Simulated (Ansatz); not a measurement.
Runs of Ansatz 0.2.0 on MoP. It takes space group P-6m2 (No. 187, hexagonal). Conventional cell: a = 3.223 Å, b = 3.223 Å, c = 3.191 Å, α = 90.00°, β = 90.00°, γ = 120.00°. Around Mo (site symmetry -6m2) lie 6 P at 2.45 Å. P (site symmetry -6m2) has 6 Mo at 2.45 Å as nearest neighbours. 

```csv
task,level,potentials or basis,spin,cell,k mesh,cutoff (eV),smearing,pressure (GPa),relaxed volume (Å³/atom)
band structure,LDA,"all-electron LAPW, relativistic spinors","SOC, no magnetisation",as given,7 × 7 × 6,255,fermi-dirac 0.05 eV,-7.2,-
relaxation of cell and atoms,BLYP+D4,"all-electron LAPW, scalar-relativistic",off,relaxed,10 × 10 × 8,-,fermi-dirac 0.05 eV,0.0,14.44
band structure,RPBE,"all-electron LAPW, scalar-relativistic",off,as given,10 × 10 × 8,254,fermi-dirac 0.05 eV,(a),-
relaxation of cell and atoms,RPBE+D4,"all-electron LAPW, scalar-relativistic",off,relaxed,10 × 10 × 8,-,fermi-dirac 0.05 eV,0.0,13.91
```

Alike in all rows: basis error allowed 0.001 eV/atom.

Fill in the values left out.

(a) 5.5.

Caveats: the k mesh is thin for a metal, which can move the energy by tens of meV per atom (some runs).

Runs at the PBE level aren't shown here.
